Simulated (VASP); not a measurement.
# TiO2 (P4_2/mnm) in VASP: further runs, part 2 of 3

VASP 6.6.1. The steps go on from the part before.

### Step 3. Band structure, r2SCAN-EpsX

Input file POSCAR:

```
TiO2
1.0
    4.5998373239      0.0000000000      0.0000000000
    0.0000000000      4.5998373239      0.0000000000
    0.0000000000      0.0000000000      2.9592135600
Ti O
2 4
Direct
    0.0000000000      0.0000000000      0.5000000000
    0.5000000000      0.5000000000      0.0000000000
    0.3043213200      0.3043213200      0.5000000000
    0.1956786800      0.8043213200      0.0000000000
    0.8043213200      0.1956786800      0.0000000000
    0.6956786800      0.6956786800      0.5000000000
```

Input file INCAR.step1:

```
ALGO = Normal ; EDIFF = 1E-8
ENCUT = 520 ; GGA = PE
ISIF = 2 ; ISMEAR = 0
KPAR = 4 ; LASPH = T
LCHARG = F ; LEPSILON = T
LMAXMIX = 4 ; LREAL = F
LWAVE = F ; NELM = 100
PREC = Accurate ; SIGMA = 0.02
```

Input file KPOINTS.step1:

```
Automatic mesh
0
G
  6 6 10
  0 0 0
```

Input file INCAR.step2:

```
ALGO = Normal ; EDIFF = 1E-5
ENCUT = 520 ; GGA = PE
ISIF = 2 ; ISMEAR = 0
KPAR = 4 ; LASPH = T
LCHARG = F ; LMAXMIX = 4
LREAL = F ; LWAVE = T
NELM = 100 ; PREC = Accurate
SIGMA = 0.02
```

Input file KPOINTS.step2:

```
k-points
0
Gamma
  4 4 6
```

Input file INCAR.step3:

```
AEXX = 0.1264 ; ALGO = Normal
EDIFF = 1E-6 ; ENCUT = 520
HFRCUT = -1 ; ISIF = 2
ISMEAR = 0 ; ISTART = 1
KPAR = 4 ; LASPH = T
LCHARG = F ; LHFCALC = T
LMAXMIX = 4 ; LMIXTAU = T
LREAL = F ; LWAVE = F
METAGGA = R2SCAN ; NELM = 100
PREC = Accurate ; PRECFOCK = Fast
SIGMA = 0.02
```

Input file KPOINTS.step3:

```
k-points
0
Gamma
  4 4 6
```

Input file KPOINTS_OPT:

```
path GXMGZRAZ,XR,MA
8
line-mode
reciprocal
 0.0000000000  0.0000000000  0.0000000000  G
 0.0000000000  0.5000000000  0.0000000000  X

 0.0000000000  0.5000000000  0.0000000000  X
 0.5000000000  0.5000000000  0.0000000000  M

 0.5000000000  0.5000000000  0.0000000000  M
 0.0000000000  0.0000000000  0.0000000000  G

 0.0000000000  0.0000000000  0.0000000000  G
 0.0000000000  0.0000000000  0.5000000000  Z

 0.0000000000  0.0000000000  0.5000000000  Z
 0.0000000000  0.5000000000  0.5000000000  R

 0.0000000000  0.5000000000  0.5000000000  R
 0.5000000000  0.5000000000  0.5000000000  A

 0.5000000000  0.5000000000  0.5000000000  A
 0.0000000000  0.0000000000  0.5000000000  Z

 0.0000000000  0.5000000000  0.0000000000  X
 0.0000000000  0.5000000000  0.5000000000  R

 0.5000000000  0.5000000000  0.0000000000  M
 0.5000000000  0.5000000000  0.5000000000  A
```

Potentials or basis: VASP PAW PBE potentials, release 64 (Ti_sv, O).

Command:

```bash
> cat potpaw_PBE.64/Ti_sv/POTCAR potpaw_PBE.64/O/POTCAR > POTCAR
> cp INCAR.step1 INCAR
> cp KPOINTS.step1 KPOINTS
> mpirun -np 4 vasp_std > vasp.out
> cp INCAR.step2 INCAR
> cp KPOINTS.step2 KPOINTS
> mpirun -np 4 vasp_std > vasp.out
> cp INCAR.step3 INCAR
> cp KPOINTS.step3 KPOINTS
> mpirun -np 4 vasp_std > vasp.out
```

OUTCAR:

```text
AEXX = 0.1264
   EDIFF = 1E-6
   ENCUT = 520
   ISIF = 2
   ISMEAR = 0
   ISTART = 1
   LASPH = T
   LHFCALC = T
   LREAL = F
   METAGGA = R2SCAN
   NELM = 100
   PREC = Accurate
   PRECFOCK = Fast

 ion  position               nearest neighbor table
   1  0.000  0.000  0.500-   4 1.95   5 1.95   4 1.95   5 1.95   3 1.98   6 1.98
   2  0.500  0.500  0.000-   3 1.95   6 1.95   3 1.95   6 1.95   5 1.98   4 1.98
   3  0.304  0.304  0.500-   2 1.95   2 1.95   1 1.98
   4  0.196  0.804  0.000-   1 1.95   1 1.95   2 1.98
   5  0.804  0.196  0.000-   1 1.95   1 1.95   2 1.98
   6  0.696  0.696  0.500-   2 1.95   2 1.95   1 1.98

  LATTYP: Found a simple tetragonal cell.
 ALAT       =     4.5998373239
 C/A-ratio  =     0.6433300466

  Lattice vectors:

 A1 = (   4.5998373239,   0.0000000000,   0.0000000000)
 A2 = (   0.0000000000,   4.5998373239,   0.0000000000)
 A3 = (   0.0000000000,   0.0000000000,   2.9592135600)

Analysis of symmetry for initial positions (statically):
=====================================================================
 Subroutine PRICEL returns:
 Original cell was already a primitive cell.

 Routine SETGRP: Setting up the symmetry group for a
 simple tetragonal supercell.

 Subroutine GETGRP returns: Found 16 space group operations
 (whereof  8 operations were pure point group operations)
 out of a pool of 16 trial point group operations.

The static configuration has the point symmetry D_2h.
 The point group associated with its full space group is D_4h.

Analysis of symmetry for dynamics (positions and initial velocities):
=====================================================================
 Subroutine PRICEL returns:
 Original cell was already a primitive cell.

 Routine SETGRP: Setting up the symmetry group for a
 simple tetragonal supercell.

 Subroutine GETGRP returns: Found 16 space group operations
 (whereof  8 operations were pure point group operations)
 out of a pool of 16 trial point group operations.

The dynamic configuration has the point symmetry D_2h.
 The point group associated with its full space group is D_4h.

 Subroutine INISYM returns: Found 16 space group operations
 (whereof  8 operations are pure point group operations),
 and found     1 'primitive' translations

----------------------------------------------------------------------------------------

                                     Primitive cell

  volume of cell :      62.6125

  direct lattice vectors                    reciprocal lattice vectors
     4.599837324  0.000000000  0.000000000     0.217398993  0.000000000  0.000000000
     0.000000000  4.599837324  0.000000000     0.000000000  0.217398993  0.000000000
     0.000000000  0.000000000  2.959213560     0.000000000  0.000000000  0.337927622

  length of vectors
     4.599837324  4.599837324  2.959213560     0.217398993  0.217398993  0.337927622

  position of ions in fractional coordinates (direct lattice)
     0.000000000  0.000000000  0.500000000
     0.500000000  0.500000000  0.000000000
     0.304321320  0.304321320  0.500000000
[... 64 lines left out ...]
  0.500000  0.500000  0.500000      1.000000
   k-points           NKPTS =     24   k-points in BZ     NKDIM =     96   number of bands    NBANDS=     28
   number of dos      NEDOS =    301   number of ions     NIONS =      6
   total plane-waves  NPLWV =  31104
   dimension x,y,z NGX =    36 NGY =   36 NGZ =   24
   dimension x,y,z NGXF=    72 NGYF=   72 NGZF=   48
   ions per type =               2   4
   NGX,Y,Z   is equivalent  to a cutoff of  13.01, 13.01, 13.48 a.u.
   NGXF,Y,Z  is equivalent  to a cutoff of  26.02, 26.02, 26.97 a.u.
 SYSTEM =  unknown system
   PREC   = accura    normal or accurate (medium, high low for compatibility)
   ISTART =      1    job   : 0-new  1-cont  2-samecut
   ICHARG =      0    charge: 1-file 2-atom 10-const
   ISPIN  =      1    spin polarized calculation?
   LNONCOLLINEAR =      F non collinear calculations
   LSORBIT =      F    spin-orbit coupling
   LASPH  =      T    aspherical Exc in radial PAW
   ENCUT  =  520.0 eV  38.22 Ry    6.18 a.u.   8.55  8.55  5.50*2*pi/ulx,y,z
   NELM   =    100;   NELMIN=  2; NELMDL=  0     # of ELM steps
   EDIFF  = 0.1E-05   stopping-criterion for ELM
   LREAL  =      F    real-space projection
   EDIFFG = 0.1E-04   stopping-criterion for IOM
   NSW    =      0    number of steps for IOM
   IBRION =     -1    ionic relax: 0-MD 1-quasi-New 2-CG
   NFREE  =      0    steps in history (QN), initial steepest desc. (CG)
   ISIF   =      2    stress and relaxation
   ISYM   =      3    0-nonsym 1-usesym 2-fastsym
   POTIM  = 0.5000    time-step for ionic-motion
   TEBEG  =    0.0;   TEEND  =   0.0 temperature during run
   PSTRESS=    0.0 pullay stress
   NELECT =      48.0000    total number of electrons
   NUPDOWN=      -1.0000    fix difference up-down
   EMIN   =  10.00;   EMAX   =-10.00  energy-range for DOS
   EFERMI =   0.00;   METHOD = LEGACY
   ISMEAR =     0;   SIGMA  =   0.02  broadening in eV -4-tet -1-fermi 0-gaus
   EFERMI_NEDOS =   21; number of points for ismear=-14 and -15
   IALGO  =     38    algorithm
   IMIX   =      1    mixing-type and parameters
     AMIX     =   0.40;   BMIX     =  1.00
     AMIX_MAG =   1.60;   BMIX_MAG =  1.00
  volume/ion in A,a.u.               =      10.44        70.42
  Fermi-wavevector in a.u.,A,eV,Ry     =   1.498309  2.831394 30.544140  2.244931
  Thomas-Fermi vector in A             =   2.610085
   LORBIT       =      0    0 simple, 1 ext, 2 COOP (PROOUT), +10 PAW based schemes
   METAGGA = R2SCAN    functional components
   LHFCALC =     T    Hartree Fock is set to
   PRECFOCK=fast      Normal, Fast or Accurate (Low or Medium for compatibility)
   ENCUT4O =  -1.0   cutoff for four orbital integrals eV
   NKREDX  =     1    reduce k-point grid by
   NKREDY  =     1    reduce k-point grid by
   NKREDZ  =     1    reduce k-point grid by
   AEXX    =    0.1264 exact exchange contribution
   HFSCREEN=    0.0000 screening length (either q_TF or 0.3 A-1)
   HFSCREENC=   0.0000 screening length for correlation (either q_TF or 0.3 A-1)
   ENCUTFOCK=  -1.0 apply spherical cutoff to Coloumb kernel
   IVDW    =     0    specifies the selected vdW correction
   LEPSILON=     F    determine dielectric tensor
   LRPA    =     F    only Hartree local field effects (RPA)
 non-spin polarized calculation
 Gauss-broadening in eV      SIGMA  =   0.02
  energy-cutoff  :      520.00
  volume of cell :       62.61
 maximum number of plane-waves:      1720
 NGX is ok and might be reduce to    36
  NGX = 24; NGY = 24; NGZ = 14

 number of electron      48.0000021 magnetization

 Free energy of the ion-electron system (eV)
  ---------------------------------------------------
  ext. energy  EPLUGINS =         0.00000000
  ---------------------------------------------------
  free energy    TOTEN  =       -76.31313863 eV

  energy without entropy =      -76.31313863  energy(sigma->0) =      -76.31313863

 E-fermi :   3.9930     XC(G=0): -10.7840

 val. band max:        3.8945409707   @ k =   0.0000   0.0000   0.0000
 cond. band min:       7.1849356517   @ k =   0.0000   0.0000   0.0000
 fundamental gap:      3.2903946810
 Fermi energy:         3.9930355378

 k-point     1 :       0.0000    0.0000    0.0000
  band No.  band energies     occupation
      1     -57.1254      2.00000
      2     -57.1074      2.00000
      3     -31.7191      2.00000
      4     -31.7191      2.00000
      5     -31.5403      2.00000
      6     -31.5403      2.00000
[... 733 lines left out ...]
     27       8.6191      0.00000
     28       8.6193      0.00000

------------------------ aborting loop because EDIFF is reached ----------------------------------------

  FORCE on cell =-STRESS in cart. coord.  units (eV):
  Direction    XX          YY          ZZ          XY          YZ          ZX
  --------------------------------------------------------------------------------------
  -------------------------------------------------------------------------------------
  Total       -1.0471053     -1.0471053     -1.0676408     -0.0000000      0.0000000      0.0000000
  in kB      -26.7941313    -26.7941313    -27.3196094     -0.0000000      0.0000000      0.0000000
  external PRESSURE =     -26.9692907 kB  Pullay stress =       0.0000000 kB

 VOLUME and BASIS-vectors are now :
 -----------------------------------------------------------------------------
  energy-cutoff  :      520.00
  volume of cell :       62.61
      direct lattice vectors                 reciprocal lattice vectors
     4.599837324  0.000000000  0.000000000     0.217398993  0.000000000  0.000000000
     0.000000000  4.599837324  0.000000000     0.000000000  0.217398993  0.000000000
     0.000000000  0.000000000  2.959213560     0.000000000  0.000000000  0.337927622

 POSITION                                       TOTAL-FORCE (eV/Angst)
 -----------------------------------------------------------------------------------
      0.00000      0.00000      1.47961         0.000000      0.000000      0.000000
      2.29992      2.29992      0.00000         0.000000      0.000000      0.000000
      1.39983      1.39983      1.47961         0.074576      0.074576      0.000000
      0.90009      3.69975      0.00000        -0.074576      0.074576      0.000000
      3.69975      0.90009      0.00000         0.074576     -0.074576      0.000000
      3.20001      3.20001      1.47961        -0.074576     -0.074576      0.000000
 -----------------------------------------------------------------------------------
    total drift:                                0.000007      0.000002     -0.000000

  FREE ENERGIE OF THE ION-ELECTRON SYSTEM (eV)
  ---------------------------------------------------
  free  energy   TOTEN  =       -76.3131386285 eV

  energy  without entropy=      -76.3131386285  energy(sigma->0) =      -76.31313863
```

It took 49 min on 4 MPI ranks of Intel Xeon 6975P-C (Granite Rapids), shared host; peak memory 0.53 GiB.

What came out:

| Property | Result |
| --- | --- |
| Free energy | -76.3131 eV |
| Pressure | -2.7 GPa |
| Largest force | 0.105 eV/Å |
| Band gap on the k mesh | 3.29 eV, direct |
| Band gap along the path | 3.29 eV, direct |

Forces on the atoms (eV/Å):
```
Ti   0.000  0.000  0.000
Ti   0.000  0.000  0.000
O    0.075  0.075  0.000
O   -0.075  0.075  0.000
O    0.075 -0.075  0.000
O   -0.075 -0.075  0.000
```

Levels at the corners of the path, in eV from the valence-band top:
| point | band 22 | band 23 | band 24 | band 25 | band 26 | band 27 |
| --- | --- | --- | --- | --- | --- | --- |
| Γ | -0.47 | -0.47 | 0.00 | 3.29 | 3.62 | 3.91 |
| X | -1.75 | -0.80 | -0.80 | 4.01 | 4.01 | 4.54 |
| X | -1.75 | -0.80 | -0.80 | 4.01 | 4.01 | 4.54 |
| M | -1.44 | -1.15 | -1.15 | 3.32 | 3.32 | 4.00 |
| M | -1.44 | -1.15 | -1.15 | 3.32 | 3.32 | 4.00 |
| Γ | -0.47 | -0.47 | 0.00 | 3.29 | 3.61 | 3.89 |
| Γ | -0.47 | -0.47 | 0.00 | 3.29 | 3.61 | 3.88 |
| Z | -2.48 | -1.56 | -1.56 | 4.45 | 4.46 | 4.76 |
| Z | -2.48 | -1.56 | -1.56 | 4.45 | 4.45 | 4.76 |
| R | -2.16 | -1.12 | -1.12 | 3.35 | 3.35 | 4.79 |
| R | -2.16 | -1.12 | -1.12 | 3.35 | 3.35 | 4.79 |
| A | -1.35 | -0.74 | -0.74 | 4.07 | 4.07 | 4.74 |
| A | -1.35 | -0.74 | -0.74 | 4.07 | 4.07 | 4.73 |
| Z | -2.48 | -1.56 | -1.56 | 4.45 | 4.45 | 4.76 |
| X | -1.75 | -0.80 | -0.80 | 4.01 | 4.01 | 4.54 |
| R | -2.16 | -1.12 | -1.12 | 3.35 | 3.35 | 4.79 |
| M | -1.44 | -1.15 | -1.15 | 3.32 | 3.32 | 4.00 |
| A | -1.35 | -0.74 | -0.74 | 4.07 | 4.07 | 4.74 |

Caveat: the PAW data sets were made with another functional, which shifts forces and pressure a little.

### Step 4. Band structure, PBE

POSCAR is that of step 3.

Input file INCAR.step1:

```
SYSTEM = TiO2
ALGO = Fast ; EDIFF = 1E-6
ENCUT = 520 ; GGA = PE
ISIF = 2 ; ISMEAR = -1
LASPH = .TRUE. ; LCHARG = .TRUE.
LMAXMIX = 4 ; LREAL = .FALSE.
LWAVE = .FALSE. ; NELM = 60
PREC = Accurate ; SIGMA = 0.05
```

Input file KPOINTS.step1:

```
k-points
0
G
  6 6 9
  0 0 0
```

Input file INCAR.step2:

```
SYSTEM = TiO2
ALGO = Fast ; EDIFF = 1E-6
ENCUT = 520 ; GGA = PE
ICHARG = 11 ; ISIF = 2
ISMEAR = 0 ; LASPH = .TRUE.
LCHARG = .FALSE. ; LMAXMIX = 4
LREAL = .FALSE. ; LWAVE = .FALSE.
NELM = 60 ; PREC = Accurate
SIGMA = 0.05
```

Input file KPOINTS.step2:

```
path GXMGZRAZ,XR,MA
20
line-mode
reciprocal
 0.0000000000  0.0000000000  0.0000000000  G
 0.0000000000  0.5000000000  0.0000000000  X

 0.0000000000  0.5000000000  0.0000000000  X
 0.5000000000  0.5000000000  0.0000000000  M

 0.5000000000  0.5000000000  0.0000000000  M
 0.0000000000  0.0000000000  0.0000000000  G

 0.0000000000  0.0000000000  0.0000000000  G
 0.0000000000  0.0000000000  0.5000000000  Z

 0.0000000000  0.0000000000  0.5000000000  Z
 0.0000000000  0.5000000000  0.5000000000  R

 0.0000000000  0.5000000000  0.5000000000  R
 0.5000000000  0.5000000000  0.5000000000  A

 0.5000000000  0.5000000000  0.5000000000  A
 0.0000000000  0.0000000000  0.5000000000  Z

 0.0000000000  0.5000000000  0.0000000000  X
 0.0000000000  0.5000000000  0.5000000000  R

 0.5000000000  0.5000000000  0.0000000000  M
 0.5000000000  0.5000000000  0.5000000000  A
```

Command:

```bash
> cat potpaw_PBE.64/Ti_sv/POTCAR potpaw_PBE.64/O/POTCAR > POTCAR
> cp INCAR.step1 INCAR
> cp KPOINTS.step1 KPOINTS
> mpirun -np 1 vasp_std > vasp.out
> cp INCAR.step2 INCAR
> cp KPOINTS.step2 KPOINTS
> mpirun -np 1 vasp_std > vasp.out
```

Run time: 3.6 min. Hardware: 1 thread of Intel Xeon 6975P-C (Granite Rapids), shared host; peak memory 0.36 GiB.

Results (log left out):

```
Band gap on the k mesh  : 1.87 eV, direct
Band gap along the path : 1.84 eV, direct
```

Levels at the corners of the path, in eV from the valence-band top:
```tsv
point	band 20	band 21	band 22	band 23	band 24	band 25	band 26	band 27	band 28
Γ	-1.99	-0.71	-0.46	-0.46	0.00	1.84	2.15	2.43	2.47
X	-3.06	-1.65	-1.65	-0.74	-0.74	2.50	2.50	3.00	3.01
X	-3.06	-1.65	-1.65	-0.74	-0.74	2.50	2.50	3.00	3.01
M	-2.19	-1.31	-1.31	-1.08	-1.08	1.87	1.87	2.49	2.50
M	-2.19	-1.31	-1.31	-1.08	-1.08	1.87	1.87	2.49	2.49
Γ	-1.99	-0.71	-0.46	-0.46	0.00	1.84	2.16	2.41	2.47
Γ	-1.99	-0.71	-0.46	-0.46	0.00	1.84	2.13	2.44	2.47
Z	-2.77	-2.37	-2.37	-1.43	-1.43	2.95	2.95	3.15	3.17
Z	-2.77	-2.37	-2.37	-1.43	-1.43	2.95	2.95	3.15	3.17
R	-2.38	-2.04	-2.04	-1.04	-1.04	1.89	1.89	3.17	3.17
R	-2.38	-2.04	-2.04	-1.04	-1.04	1.89	1.89	3.17	3.20
A	-2.74	-1.29	-1.29	-0.68	-0.68	2.57	2.58	3.18	3.19
A	-2.74	-1.29	-1.29	-0.68	-0.68	2.57	2.58	3.18	3.19
Z	-2.77	-2.37	-2.37	-1.43	-1.43	2.95	2.95	3.15	3.16
X	-3.06	-1.65	-1.65	-0.74	-0.74	2.50	2.50	3.00	3.03
R	-2.38	-2.04	-2.04	-1.04	-1.04	1.89	1.89	3.17	3.18
M	-2.19	-1.31	-1.31	-1.08	-1.08	1.87	1.87	2.49	2.50
A	-2.74	-1.29	-1.29	-0.68	-0.68	2.57	2.58	3.18	3.19
```

Caveat: the log is that of the step along the path at fixed density, whose energy, stress, charges and moments have no meaning.

### Step 5. Band structure, LDA

POSCAR is that of step 4.

Input file INCAR.step1:

```
SYSTEM = TiO2
PREC = Accurate
ENCUT = 520
EDIFF = 1E-7
ISMEAR = -1
SIGMA = 0.05
LREAL = .FALSE.
LASPH = .TRUE.
NELM = 100
ALGO = Normal
ISIF = 2
LWAVE = .FALSE.
LCHARG = .TRUE.
LMAXMIX = 4
NBANDS = 33
```

Input file KPOINTS.step1:

```
Automatic mesh
0
G
  6 6 9
  0 0 0
```

Input file INCAR.step2:

```
SYSTEM = TiO2
PREC = Accurate
ENCUT = 520
EDIFF = 1E-7
ISMEAR = 0
SIGMA = 0.05
LREAL = .FALSE.
LASPH = .TRUE.
NELM = 100
ALGO = Normal
ISIF = 2
LWAVE = .FALSE.
LCHARG = .FALSE.
LMAXMIX = 4
NBANDS = 33
ICHARG = 11
```

KPOINTS.step2 is that of step 4.

Potentials or basis: VASP PAW LDA potentials, release 64 (Ti_sv, O).

Command:

```bash
> cat potpaw_LDA.64/Ti_sv/POTCAR potpaw_LDA.64/O/POTCAR > POTCAR
> cp INCAR.step1 INCAR
> cp KPOINTS.step1 KPOINTS
> mpirun -np 1 vasp_std > vasp.out
> cp INCAR.step2 INCAR
> cp KPOINTS.step2 KPOINTS
> mpirun -np 1 vasp_std > vasp.out
```

Wall time 2.7 min (1 thread of Intel Xeon 6975P-C (Granite Rapids), shared host); peak memory 0.35 GiB.

It converged, with:

* Band gap on the k mesh: 1.75 eV, direct
* Band gap along the path: 1.75 eV, direct

Levels at the corners of the path, in eV from the valence-band top:
```csv
point,band 20,band 21,band 22,band 23,band 24,band 25,band 26,band 27,band 28,band 29
Γ,-2.00,-0.71,-0.46,-0.46,0.00,1.75,2.02,2.30,2.40,2.40
X,-3.09,-1.67,-1.67,-0.76,-0.76,2.42,2.42,2.94,2.94,3.49
X,-3.09,-1.67,-1.67,-0.76,-0.76,2.42,2.42,2.94,2.94,3.49
M,-2.24,-1.32,-1.32,-1.10,-1.10,1.79,1.79,2.42,2.42,3.77
M,-2.24,-1.32,-1.32,-1.10,-1.10,1.79,1.79,2.42,2.42,3.77
Γ,-2.00,-0.71,-0.46,-0.46,0.00,1.75,2.02,2.30,2.40,2.40
Γ,-2.00,-0.71,-0.46,-0.46,0.00,1.75,2.02,2.30,2.40,2.40
Z,-2.78,-2.44,-2.44,-1.45,-1.45,2.90,2.90,3.08,3.08,3.59
Z,-2.78,-2.44,-2.44,-1.45,-1.45,2.90,2.90,3.08,3.08,3.59
R,-2.42,-2.08,-2.08,-1.06,-1.06,1.79,1.79,3.11,3.11,3.85
R,-2.42,-2.08,-2.08,-1.06,-1.06,1.79,1.79,3.11,3.11,3.85
A,-2.75,-1.32,-1.32,-0.68,-0.68,2.50,2.50,3.11,3.11,3.13
A,-2.75,-1.32,-1.32,-0.68,-0.68,2.50,2.50,3.11,3.11,3.13
Z,-2.78,-2.44,-2.44,-1.45,-1.45,2.90,2.90,3.08,3.08,3.59
X,-3.09,-1.67,-1.67,-0.76,-0.76,2.42,2.42,2.94,2.94,3.49
R,-2.42,-2.08,-2.08,-1.06,-1.06,1.79,1.79,3.11,3.11,3.85
M,-2.24,-1.32,-1.32,-1.10,-1.10,1.79,1.79,2.42,2.42,3.77
A,-2.75,-1.32,-1.32,-0.68,-0.68,2.50,2.50,3.11,3.11,3.13
```

Caveat: the log is that of the step along the path at fixed density, whose energy, stress, charges and moments have no meaning.

(Continued in part 3 of 3.)
